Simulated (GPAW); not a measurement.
Runs of GPAW 26.7.0 on CaO. Symmetry: Fm-3m, No. 225, cubic system. The conventional cell has a = 4.807 Å, b = 4.807 Å, c = 4.807 Å, α = 90.00°, β = 90.00°, γ = 90.00°. Around Ca (site symmetry m-3m) lie 6 O at 2.40 Å. O (site symmetry m-3m) has 6 Ca at 2.40 Å as nearest neighbours. The cell is a database's computed one.

```csv
task,level,potentials or basis,cell,smearing,optimizer,fmax,max steps,convergence,band path,gap on the mesh (eV),pressure (GPa),relaxed volume (Å³/atom)
single point,PBE,"GPAW PAW data sets (gpaw-data 1.2.1), pw",as given,gaussian 0.018 eV,-,-,-,-,-,3.69,2.2,-
relaxation of cell and atoms,RPBE,"the program's PAW data sets (release 1.2.1) made for this functional, pw",relaxed,fermi-dirac 0.05 eV,LBFGS,0.05 eV/Å,40,density=1e-05 forces=0.0001,-,(c),0.3,14.64
single point,PBE,"GPAW PAW data sets (gpaw-data 1.2.1), pw",as given,gaussian 0.024 eV,-,-,-,-,-,3.69,2.2,-
band structure,PBE,"GPAW PAW data sets (gpaw-data 1.2.1), pw",as given,fermi-dirac 0.05 eV,-,-,-,-,"GXWKGLUWLK,UX",3.69,2.2,-
single point,PBE,"GPAW PAW data sets (gpaw-data 1.2.1), pw",as given,gaussian 0.022 eV,-,-,-,-,-,3.69,2.2,-
relaxation of cell and atoms,PBE,"GPAW PAW data sets (gpaw-data 1.2.1), pw",relaxed,fermi-dirac 0.05 eV,BFGS,0.02 eV/Å,100,density=1e-05 forces=0.0001,-,3.69,0.0,14.16
relaxation of cell and atoms,revPBE,"the program's PAW data sets (release 1.2.1) made for this functional, pw",relaxed to 20 GPa,fermi-dirac 0.05 eV,LBFGS,0.02 eV/Å,40,density=1e-05 forces=0.0001,-,3.73,19.9,-
single point,PBE,"GPAW PAW data sets (gpaw-data 1.2.1), pw",as given,gaussian 0.013 eV,-,-,-,-,-,3.69,2.2,-
relaxation of cell and atoms,LDA,"the program's PAW data sets (release 1.2.1) made for this functional, pw",relaxed,fermi-dirac 0.05 eV,LBFGS,0.02 eV/Å,100,density=1e-05 forces=0.0001,-,(b),0.0,(a)
single point,PBE,"GPAW PAW data sets (gpaw-data 1.2.1), pw",as given,gaussian 0.02 eV,-,-,-,-,-,3.69,2.2,-
relaxation of cell and atoms,BLYP,"PAW data sets generated in the run's folder for this functional, pw",relaxed,fermi-dirac 0.05 eV,FIRE,0.01 eV/Å,100,density=1e-05 forces=0.0001,-,3.78,0.0,14.50
single point,PBE,"GPAW PAW data sets (gpaw-data 1.2.1), pw",as given,gaussian 0.028 eV,-,-,-,-,-,3.69,2.2,-
```

Alike in all rows: no spin polarisation; k mesh 10 × 10 × 10; cutoff (eV) 800.

Estimate the missing entries.

(a) 13.14; (b) 3.50; (c) 3.80.

Caveats: later steps reuse the first step's grids (some runs).

A k mesh can miss the band edges.
